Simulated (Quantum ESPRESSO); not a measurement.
# BAs (F-43m) in Quantum ESPRESSO: convergence with k mesh

Aim: find how far k mesh must go before the results for BAs settle, at PBE. This setting moves, with any that are tied to it; all else stays.

Everything below comes from runs of Quantum ESPRESSO 7.5. Logs are shortened: lines on timing, memory, paths and dates and some standing lists are left out, and cuts for length are marked.

**1. The crystal as given**

The structure is cubic, space group F-43m (No. 216). Conventional cell: a = 4.777 Å, b = 4.777 Å, c = 4.777 Å, α = 90.00°, β = 90.00°, γ = 90.00°. Around As (site symmetry -43m) lie 4 B at 2.07 Å. B (site symmetry -43m) has 4 As at 2.07 Å as nearest neighbours.

**2. With k mesh 2 × 2 × 2**

Contents of pw.in:

```
&CONTROL
  calculation = 'scf'
  prefix = 'pwscf'
  outdir = './tmp'
  pseudo_dir = './pseudo'
  tprnfor = .true.
  tstress = .true.
  disk_io = 'nowf'
/
&SYSTEM
  ibrav = 0
  nat = 2
  ntyp = 2
  ecutwfc = 84
  nbnd = 15
  occupations = 'smearing'
  smearing = 'fd'
  degauss = 0.00999582
/
&ELECTRONS
  conv_thr = 4d-10
  electron_maxstep = 120
  mixing_beta = 0.5
/
ATOMIC_SPECIES
As    74.9216 As.upf
B     10.8100 B.upf
CELL_PARAMETERS angstrom
   0.0000000000    2.3885000000    2.3885000000
   2.3885000000    0.0000000000    2.3885000000
   2.3885000000    2.3885000000    0.0000000000
ATOMIC_POSITIONS crystal
As     0.7500000000    0.7500000000    0.7500000000
B      0.0000000000    0.0000000000    0.0000000000
K_POINTS automatic
2 2 2 0 0 0
```

Potentials or basis: PseudoDojo 0.4.1 SR PBE standard.

Launch:

```sh
$ OMP_NUM_THREADS=1 pw.x -in pw.in > pw.out
```

pw.out:

```text
This program is part of the open-source Quantum ESPRESSO suite
     for quantum simulation of materials; please cite
         "P. Giannozzi et al., J. Phys.:Condens. Matter 21 395502 (2009);
         "P. Giannozzi et al., J. Phys.:Condens. Matter 29 465901 (2017);
         "P. Giannozzi et al., J. Chem. Phys. 152 154105 (2020);
     in publications or presentations arising from this work. More details at

     Message from routine setup:
     using ibrav=0 with symmetry is DISCOURAGED, use correct ibrav instead

     G-vector sticks info
     --------------------
     sticks:   dense  smooth     PW     G-vecs:    dense   smooth      PW
     Sum         955     955    271                19195    19195    2975

     Using Slab Decomposition

     bravais-lattice index     =            0
     lattice parameter (alat)  =       6.3832  a.u.
     unit-cell volume          =     183.9087 (a.u.)^3
     number of atoms/cell      =            2
     number of atomic types    =            2
     number of electrons       =        18.00
     number of Kohn-Sham states=           15
     kinetic-energy cutoff     =      84.0000  Ry
     charge density cutoff     =     336.0000  Ry
     scf convergence threshold =      4.0E-10
     mixing beta               =       0.5000
     number of iterations used =            8  plain     mixing
     Exchange-correlation= PBE
                           (   1   4   3   4   0   0   0)

     celldm(1)=   6.383210  celldm(2)=   0.000000  celldm(3)=   0.000000
     celldm(4)=   0.000000  celldm(5)=   0.000000  celldm(6)=   0.000000

     crystal axes: (cart. coord. in units of alat)
               a(1) = (   0.000000   0.707107   0.707107 )
               a(2) = (   0.707107   0.000000   0.707107 )
               a(3) = (   0.707107   0.707107   0.000000 )

     reciprocal axes: (cart. coord. in units 2 pi/alat)
               b(1) = ( -0.707107  0.707107  0.707107 )
               b(2) = (  0.707107 -0.707107  0.707107 )
               b(3) = (  0.707107  0.707107 -0.707107 )

     PseudoPot. # 1 for As read from file:
     As.upf
[... 26 lines left out ...]
   Cartesian axes

     site n.     atom                  positions (alat units)
         1        As     tau(   1) = (   1.0606602   1.0606602   1.0606602  )
         2        B      tau(   2) = (   0.0000000   0.0000000   0.0000000  )

     number of k points=     3  Fermi-Dirac smearing, width (Ry)=  0.0100
                       cart. coord. in units 2pi/alat
        k(    1) = (   0.0000000   0.0000000   0.0000000), wk =   0.2500000
        k(    2) = (  -0.3535534  -0.3535534   0.3535534), wk =   1.0000000
        k(    3) = (  -0.7071068   0.0000000   0.0000000), wk =   0.7500000

     Dense  grid:    19195 G-vectors     FFT dimensions: (  40,  40,  40)

     Initial potential from superposition of free atoms

     starting charge      17.9995, renormalised to      18.0000
     Starting wfcs are   13 randomized atomic wfcs +    2 random wfcs

     Self-consistent Calculation

     iteration #  1     ecut=    84.00 Ry     beta= 0.50
     Davidson diagonalization with overlap
     ethr =  1.00E-02,  avg # of iterations =  4.3

     total energy              =    -217.75851780 Ry
     estimated scf accuracy    <       0.24792272 Ry
[... 50 lines left out ...]
     iteration #  9     ecut=    84.00 Ry     beta= 0.50
     Davidson diagonalization with overlap
     ethr =  9.61E-12,  avg # of iterations =  2.0

     End of self-consistent calculation

          k = 0.0000 0.0000 0.0000 (  2421 PWs)   bands (ev):

   -24.2192 -24.2192 -24.2192 -24.2076 -24.2076  -3.8374  11.6600  11.6600
    11.6600  14.8227  14.8227  14.8227  16.3788  21.2035  24.6167

          k =-0.3536-0.3536 0.3536 (  2392 PWs)   bands (ev):

   -24.2160 -24.2158 -24.2158 -24.2025 -24.2025  -0.9569   2.7932   9.8042
     9.8042  14.3239  16.3240  16.3240  20.4902  24.4292  26.2335

          k =-0.7071 0.0000 0.0000 (  2402 PWs)   bands (ev):

   -24.2244 -24.2136 -24.2033 -24.2033 -24.2015   0.3496   3.0935   7.5092
     7.5092  12.9770  13.0030  23.0442  23.0442  24.6329  28.8799

     the Fermi energy is    12.2772 ev

!    total energy              =    -217.80697702 Ry
     estimated scf accuracy    <          6.5E-11 Ry
     smearing contrib. (-TS)   =      -0.00093423 Ry
     internal energy E=F+TS    =    -217.80604279 Ry

     The total energy is F=E-TS. E is the sum of the following terms:
     one-electron contribution =    -102.26738664 Ry
     hartree contribution      =      61.38926582 Ry
     xc contribution           =     -50.08579921 Ry
     ewald contribution        =    -126.84212275 Ry

     convergence has been achieved in   9 iterations

     Forces acting on atoms (cartesian axes, Ry/au):

     atom    1 type  1   force =    -0.00000000   -0.00000000    0.00000000
     atom    2 type  2   force =     0.00000000    0.00000000    0.00000000

     Total force =     0.000000     Total SCF correction =     0.000000

     Computing stress (Cartesian axis) and pressure

          total   stress  (Ry/bohr**3)                   (kbar)     P=      145.67
   0.00099028   0.00000000   0.00000000          145.67        0.00        0.00
   0.00000000   0.00099028   0.00000000            0.00      145.67        0.00
   0.00000000   0.00000000   0.00099028            0.00        0.00      145.67

=------------------------------------------------------------------------------=
   JOB DONE.
=------------------------------------------------------------------------------=
```

Wall time 2 s (1 thread of Intel Xeon Platinum 8488C (Sapphire Rapids), shared host); peak memory 0.05 GiB.

What came out:

```yaml
Free_energy: -2963.4149 eV
Pressure: 14.6 GPa
Band_gap_on_the_k_mesh: 1.32 eV, indirect (least direct gap 3.16 eV)
```

**3. With k mesh 3 × 3 × 3**

Edit pw.in of step 2 so:

```diff
@@ -35,2 +35,2 @@
 K_POINTS automatic
-2 2 2 0 0 0
+3 3 3 0 0 0
```

Potentials or basis: PseudoDojo 0.4.1 SR PBE standard.

Launch:

```sh
$ OMP_NUM_THREADS=1 pw.x -in pw.in > pw.out
```

Run time: 2.5 s. Hardware: 1 thread of Intel Xeon Platinum 8488C (Sapphire Rapids), shared host; peak memory 0.05 GiB.

What came out:

```
Free energy            : -2965.6634 eV
Pressure               : 5.1 GPa
Band gap on the k mesh : 1.26 eV, indirect (least direct gap 3.25 eV)
```

**4. With k mesh 4 × 4 × 4**

Edit pw.in of step 3 so:

```diff
@@ -35,2 +35,2 @@
 K_POINTS automatic
-3 3 3 0 0 0
+4 4 4 0 0 0
```

Launch:

```sh
$ OMP_NUM_THREADS=1 pw.x -in pw.in > pw.out
```

Wall time 4.7 s (1 thread of Intel Xeon Platinum 8488C (Sapphire Rapids), shared host); peak memory 0.05 GiB.

What came out:

```
Free energy            : -2966.1217 eV
Pressure               : 3.3 GPa
Band gap on the k mesh : 1.44 eV, indirect (least direct gap 3.28 eV)
```

**5. With k mesh 6 × 6 × 6**

Edit pw.in of step 4 so:

```diff
@@ -35,2 +35,2 @@
 K_POINTS automatic
-4 4 4 0 0 0
+6 6 6 0 0 0
```

Launch:

```sh
$ OMP_NUM_THREADS=1 pw.x -in pw.in > pw.out
```

Wall time 8.4 s (1 thread of Intel Xeon Platinum 8488C (Sapphire Rapids), shared host); peak memory 0.06 GiB.

Results:

```yaml
Free_energy: -2966.2806 eV
Pressure: 2.8 GPa
Band_gap_on_the_k_mesh: 1.29 eV, indirect (least direct gap 3.29 eV)
```

**6. With k mesh 8 × 8 × 8**

Edit pw.in of step 5 so:

```diff
@@ -35,2 +35,2 @@
 K_POINTS automatic
-6 6 6 0 0 0
+8 8 8 0 0 0
```

Potentials or basis: PseudoDojo 0.4.1 SR PBE standard.

Launch:

```sh
$ OMP_NUM_THREADS=1 pw.x -in pw.in > pw.out
```

Run time: 12 s. Hardware: 1 thread of Intel Xeon Platinum 8488C (Sapphire Rapids), shared host; peak memory 0.06 GiB.

It converged, with:

```
Free energy            : -2966.2970 eV
Pressure               : 2.7 GPa
Band gap on the k mesh : 1.21 eV, indirect (least direct gap 3.29 eV)
```

**7. With k mesh 9 × 9 × 9**

Edit pw.in of step 6 so:

```diff
@@ -35,2 +35,2 @@
 K_POINTS automatic
-8 8 8 0 0 0
+9 9 9 0 0 0
```

Launch:

```sh
$ OMP_NUM_THREADS=1 pw.x -in pw.in > pw.out
```

It took 15 s on 1 thread of Intel Xeon Platinum 8488C (Sapphire Rapids), shared host; peak memory 0.07 GiB.

Results (log left out):

| Property | Result |
| --- | --- |
| Free energy | -2966.2986 eV |
| Pressure | 2.7 GPa |
| Band gap on the k mesh | 1.25 eV, indirect (least direct gap 3.29 eV) |

**8. With k mesh 10 × 10 × 10**

Edit pw.in of step 7 so:

```diff
@@ -35,2 +35,2 @@
 K_POINTS automatic
-9 9 9 0 0 0
+10 10 10 0 0 0
```

Launch:

```sh
$ OMP_NUM_THREADS=1 pw.x -in pw.in > pw.out
```

Run time: 20 s. Hardware: 1 thread of Intel Xeon Platinum 8488C (Sapphire Rapids), shared host; peak memory 0.07 GiB.

It converged, with:

```
Free energy            : -2966.2991 eV
Pressure               : 2.7 GPa
Band gap on the k mesh : 1.20 eV, indirect (least direct gap 3.29 eV)
```

**9. With k mesh 12 × 12 × 12**

Edit pw.in of step 8 so:

```diff
@@ -35,2 +35,2 @@
 K_POINTS automatic
-10 10 10 0 0 0
+12 12 12 0 0 0
```

Potentials or basis: PseudoDojo 0.4.1 SR PBE standard.

Launch:

```sh
$ OMP_NUM_THREADS=1 pw.x -in pw.in > pw.out
```

It took 30 s on 1 thread of Intel Xeon Platinum 8488C (Sapphire Rapids), shared host; peak memory 0.09 GiB.

It converged, with:

```
Free energy            : -2966.2995 eV
Pressure               : 2.7 GPa
Band gap on the k mesh : 1.20 eV, indirect (least direct gap 3.29 eV)
```

**10. With k mesh 14 × 14 × 14**

Edit pw.in of step 9 so:

```diff
@@ -35,2 +35,2 @@
 K_POINTS automatic
-12 12 12 0 0 0
+14 14 14 0 0 0
```

Launch:

```sh
$ OMP_NUM_THREADS=1 pw.x -in pw.in > pw.out
```

It took 46 s on 1 thread of Intel Xeon Platinum 8488C (Sapphire Rapids), shared host; peak memory 0.11 GiB.

It converged, with:

| Property | Result |
| --- | --- |
| Free energy | -2966.2995 eV |
| Pressure | 2.7 GPa |
| Band gap on the k mesh | 1.22 eV, indirect (least direct gap 3.29 eV) |

**11. Result**

```tsv
k mesh	energy less the tightest run, at zero smearing (meV/atom)	pressure (GPa)	gap on the mesh (eV)	SCF cycles	CPU time (s)	peak memory (GiB)
2 × 2 × 2	1445.42	14.57	1.317	9	2	0.05
3 × 3 × 3	319.15	5.08	1.259	9	2.5	0.05
4 × 4 × 4	89.15	3.34	1.438	9	4.7	0.05
6 × 6 × 6	9.55	2.78	1.292	9	8.4	0.06
8 × 8 × 8	1.29	2.74	1.209	9	12	0.06
9 × 9 × 9	0.50	2.74	1.247	9	15	0.07
10 × 10 × 10	0.20	2.74	1.196	9	20	0.07
12 × 12 × 12	0.03	2.75	1.204	9	30	0.09
14 × 14 × 14	0.00	2.75	1.218	9	46	0.11
```

Against the tightest run, the energy stays within 1 meV/atom from 9 × 9 × 9 on; the pressure stays within 0.1 GPa from 6 × 6 × 6 on. Not settled before the last step: the gap on the mesh (to 0.01 eV). Meshes of other sizes hit other points, so gaps and Fermi surfaces needn't settle smoothly. The tightest run that finished is the yardstick and may itself not be fully converged.
